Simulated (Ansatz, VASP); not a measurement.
## HfO2 in VASP and in Ansatz

```
CELL_PARAMETERS angstrom
0.00000 2.55750 2.55750
2.55750 0.00000 2.55750
2.55750 2.55750 0.00000
ATOMIC_POSITIONS crystal
Hf 0.00000 0.00000 0.00000
O 0.75000 0.75000 0.75000
O 0.25000 0.25000 0.25000
```

Measurements of this composition are mostly on another form, of space group No. 14.

Alike in both runs: task single point; functional RPBE; k mesh 9 × 9 × 9; occupations fermi-dirac, width 0.05 eV; no spin polarisation.

```csv
,VASP,Ansatz
version,VASP 6.6.1,Ansatz 0.2.0
potentials or method,"VASP PAW PBE potentials, release 64 (Hf_pv, O)",Ansatz PAW
plane-wave cutoff (eV),520,420
valence electrons in the cell,22,38
```

```csv
,VASP,Ansatz,Ansatz less VASP
gap on the k mesh at the Fermi level (eV),3.94,3.94,-0.002
least direct gap on the mesh (eV),4.05,4.05,-0.005
pressure (GPa),-1.1,2.5,+3.65
```

The functional is the same, so the differences come from potentials, cutoffs and numerics. The two sets of potentials don't hold the same shells in valence.

Caveats: spin-orbit coupling is left out, which moves the levels of the heavy elements; the PAW data sets were made with another functional, which shifts forces and pressure a little (VASP); an odd mesh through Γ misses points on the zone boundary, where band edges often lie (VASP); odd divisions of the mesh miss points on the zone boundary, where band edges often lie, so the gap on the mesh can be too wide (Ansatz); the pressure holds a Pulay correction of +0.8 GPa for the finite cutoff (Ansatz); the PAW data sets come from PBE, with cores solved anew for the run's functional, which leaves a small shift of forces and pressure (Ansatz).
